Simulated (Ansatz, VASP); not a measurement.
## One calculation of Co, two programs

```
Co
1.0
     2.50740    0.00000    0.00000
    -1.25370    2.17147    0.00000
     0.00000    0.00000    4.06990
Co
2
Direct
  0.33333 0.66667 0.25000
  0.66667 0.33333 0.75000
```

Alike in both runs: task single point; functional PBE; k mesh 12 × 12 × 6; occupations fermi-dirac, width 0.15 eV; collinear spin.

|  | VASP | Ansatz |
| --- | --- | --- |
| version | VASP 6.6.1 | Ansatz 0.2.0 |
| potentials or method | VASP PAW PBE potentials, release 64 (Co) | plane waves, PAW |
| plane-wave cutoff (eV) | 520 | 600 |
| valence electrons in the cell | 18 | 34 |

|  | VASP | Ansatz | Ansatz less VASP |
| --- | --- | --- | --- |
| pressure (GPa) | -10.8 | -3.3 | +7.52 |
| largest component of the traceless stress (GPa) | 0.16 | 0.31 | +0.146 |
| net moment per atom (μB) | 0.00 | 1.64 | +1.636 |
| size of the moment on the site where the two differ most (μB) | 0.77 | 1.71 | +0.945 |

The net moments differ so much that the two runs ended in different magnetic states, which moves the other rows too. Site moments also hang on the region over which each program counts them. The two sets of potentials don't hold the same shells in valence. Ansatz warned: «seeded_moment_not_kept».
